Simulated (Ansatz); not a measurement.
## KF: relaxation of cell and atoms

Theory: DFT, PBE, PAW with Ansatz's default frozen-core files, scalar-relativistic (Ansatz 0.2.0).

Command: `ansatz run input.yaml --threads 1 --pin off --max-ram 2048MiB --backend cpu --events-out ev --progress --plain --runs-dir out` The run took about 27 s on 1 thread of a shared machine.

```yaml
crystal:
  lattice:
    - [0.0, 2.2416464728, 2.2416464728]
    - [2.2416464728, 0.0, 2.2416464728]
    - [2.2416464728, 2.2416464728, 0.0]
  atoms:
    - { symbol: K, position: [0.0, 0.0, 0.0] }
    - { symbol: F, position: [0.5, 0.5, 0.5] }
kpoints:
  mp_grid: { grid: [16, 16, 16] }
scf:
  occupations: { method: fermi_dirac, width: 0.08 }
hamiltonian:
  xc: pbe
  pseudopotentials: { kind: paw }
output:
  forces: true
  stress: true
relax:
  f_tol: 0.005
  max_steps: 80
  cell: {}
```

The cell is built from the rocksalt type as a first guess.

The cutoff is 420 eV; energies and pressures of the walk include the program's estimate of the Pulay term.

Each frame lists the cell vectors (Å), then Cartesian positions (Å); symmetry keeps all forces zero. Free energies count from the first step, -2346.7484 eV.

The walk took 13 evaluations in all; steps that aren't listed are left out.

Step 1: E = 0.0 meV, P = 66.32 GPa

```
cell 0.0000 2.2416 2.2416 2.2416 0.0000 2.2416 2.2416 2.2416 0.0000
K     0.0000    0.0000    0.0000
F     2.2416    2.2416    2.2416
```

Step 2: E = -1032.0 meV, P = 33.29 GPa

```
cell 0.0000 2.3509 2.3509 2.3509 0.0000 2.3509 2.3509 2.3509 0.0000
K     0.0000    0.0000    0.0000
F     2.3509    2.3509    2.3509
```

Step 3:

```
cell 0.0000 2.4602 2.4602 2.4602 0.0000 2.4602 2.4602 2.4602 0.0000
K     0.0000    0.0000    0.0000
F     2.4602    2.4602    2.4602
```

Step 4: E = -1628.2 meV, P = 1.10 GPa

```
cell 0.0000 2.5278 2.5278 2.5278 0.0000 2.5278 2.5278 2.5278 0.0000
K     0.0000    0.0000    0.0000
F     2.5278    2.5278    2.5278
```

Step 5: E = -1628.7 meV, P = 0.01 GPa

```
cell 0.0000 2.5353 2.5353 2.5353 0.0000 2.5353 2.5353 2.5353 0.0000
K     0.0000    0.0000    0.0000
F     2.5353    2.5353    2.5353
```

Step 6: E = -1879.3 meV, P = 9.44 GPa (the cell of the step before, solved again on a basis chosen afresh, hence the jump)

Step 7: E = -1982.9 meV, P = 4.70 GPa

```
cell 0.0000 2.6007 2.6007 2.6007 0.0000 2.6007 2.6007 2.6007 0.0000
K     0.0000    0.0000    0.0000
F     2.6007    2.6007    2.6007
```

Step 8: E = -2014.9 meV, P = 0.34 GPa

```
cell 0.0000 2.6727 2.6727 2.6727 0.0000 2.6727 2.6727 2.6727 0.0000
K     0.0000    0.0000    0.0000
F     2.6727    2.6727    2.6727
```

Step 9: E = -2014.0 meV, P = 0.00 GPa

```
cell 0.0000 2.6787 2.6787 2.6787 0.0000 2.6787 2.6787 2.6787 0.0000
K     0.0000    0.0000    0.0000
F     2.6787    2.6787    2.6787
```

Step 10: E = -2049.9 meV, P = 1.11 GPa (the cell of the step before, solved again on a basis chosen afresh, hence the jump)

Step 11: E = -2052.0 meV, P = 0.36 GPa

```
cell 0.0000 2.6986 2.6986 2.6986 0.0000 2.6986 2.6986 2.6986 0.0000
K     0.0000    0.0000    0.0000
F     2.6986    2.6986    2.6986
```

Q: Give the energy, pressure of step 3.

A: E = -1536.0 meV, P = 11.62 GPa
```
K     0.0000    0.0000    0.0000
F     2.4602    2.4602    2.4602
```

Q: How does the relaxation end?

A: It converges, with a = 5.420 Å, b = 5.420 Å, c = 5.420 Å, α = 90.00°, β = 90.00°, γ = 90.00° (conventional cell, space group Fm-3m). The last solve (on a basis chosen afresh for the final cell, so its energy is not quite comparable) gives E = -2054.6 meV, P = 0.02 GPa:
```
cell 0.0000 2.7099 2.7099 2.7099 0.0000 2.7099 2.7099 2.7099 0.0000
K     0.0000    0.0000    0.0000
F     2.7099    2.7099    2.7099
```
